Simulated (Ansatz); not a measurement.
**Fe3Ge: equation of state with r2SCAN**

Crystal: Fe3Ge.

```
Ge Fe
1.0
     3.66050    0.00000    0.00000
     0.00000    3.66050    0.00000
     0.00000    0.00000    3.66050
Ge Fe
1 3
Direct
  0.00000 0.00000 0.00000
  0.50000 0.00000 0.50000
  0.50000 0.50000 0.00000
  0.00000 0.50000 0.50000
```

The cell comes from a database or a generator and needn't be the stable form of this composition.

* Program: Ansatz 0.2.0
* Task: equation of state
* Functional: r2SCAN
* Potentials or basis: Ansatz PAW
* Cutoff: 500 eV
* Density cutoff: 2000 eV
* k mesh: 7 × 7 × 7
* Occupations: fermi-dirac, width 0.05 eV
* Spin: collinear spin, ferromagnetic start
* Starting moments: [0.0, 3.0, 3.0, 3.0] μB

```json
{
 "Equilibrium volume": "12.37 Å³/atom (rough: see the caveat)",
 "Bulk modulus": "153 GPa (rough)"
}
```

Energy against volume, from the lowest point:
```tsv
volume (Å³/atom)	energy (meV/atom)
11.526	27.84
11.772	13.77
12.017	4.37
12.262	0.00
12.507	0.44
12.752	5.41
12.998	14.54
```

All runs of the series together: 91 s on 2 threads of AMD EPYC 7R43 64-Core Processor (Zen 3), on a shared host.

Caveat: the magnetic or orbital state may not be the lowest; the fit is doubtful: noisy points or a state that changes with volume; the PAW data sets were made with another functional, which shifts forces and pressure a little.
